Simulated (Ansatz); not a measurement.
Crystal: Si2W.

```
W Si
1.0
    -1.60690    1.60690    3.91495
     1.60690   -1.60690    3.91495
     1.60690    1.60690   -3.91495
W Si
1 2
Cartesian
  0.0000 0.0000 0.0000
  0.0000 0.0000 5.2092
  0.0000 0.0000 2.6207
```

Base run:

```yaml
Program: Ansatz 0.2.0
Functional: PBE
Potentials_or_basis: Ansatz PAW
Cutoff: "420 eV (not typed: the program's choice for these potentials)"
k_mesh: 12 × 12 × 12
Occupations: fermi-dirac, width 0.05 eV
Spin: no spin polarisation
Hubbard_terms: W d U = 5 eV
```

Its results: band gap on the k mesh none (metal or under the smearing width); pressure 2.5 GPa; largest force 0.254 eV/Å.

Question: The run is repeated on the same cell with these changes: hubbard terms from W d U = 5 eV to none; hubbard projectors from ortho-atomic (the default) to none. What comes out?

Answer: Band gap on the k mesh none (metal or under the smearing width); pressure 3.3 GPa; largest force 0.076 eV/Å.

Caveats: spin-orbit coupling is left out, which moves the levels of the heavy elements; U without spin polarisation on a metal has little footing (some runs); the U is typed as a test and isn't derived for this compound (some runs).
